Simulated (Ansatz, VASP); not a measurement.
# SnO (Romarchite) in VASP and in Ansatz

```
Sn O
1.0
     3.80172    0.00000    0.00000
     0.00000    3.80172    0.00000
     0.00000    0.00000    4.74105
Sn O
2 2
Direct
  0.50000 0.00000 0.24329
  0.00000 0.50000 0.75671
  0.00000 0.00000 0.00000
  0.50000 0.50000 0.00000
```

Alike in both runs: functional PBEsol; k mesh 8 × 8 × 7; occupations fermi-dirac, width 0.1 eV; no spin polarisation.

Ansatz relaxed the structure, and its values are those at the end. VASP's run is a single point on that final structure, the one shown.

```csv
,VASP,Ansatz
version,VASP 6.6.1,Ansatz 0.2.0
potentials or method,"VASP PAW PBE potentials, release 64 (Sn_d, O)",PAW plane waves
plane-wave cutoff (eV),520,420
valence electrons in the cell,40,40
```

Ansatz gave:

| Property | Result |
| --- | --- |
| gap on the k mesh at the Fermi level (eV) | none |
| pressure (GPa) | 0.0 |
| rms of the force components (eV/Å) | 0.000 |

Q: Estimate VASP's values.

A: gap on the k mesh at the Fermi level (eV): none; pressure (GPa): 0.3; rms of the force components (eV/Å): 0.040.

A gap of «none» marks a metal or a gap that the smearing closes. Ansatz warned: «pseudo_functional_mismatch».

Caveats: the PAW data sets were made with another functional, which shifts forces and pressure a little (VASP).
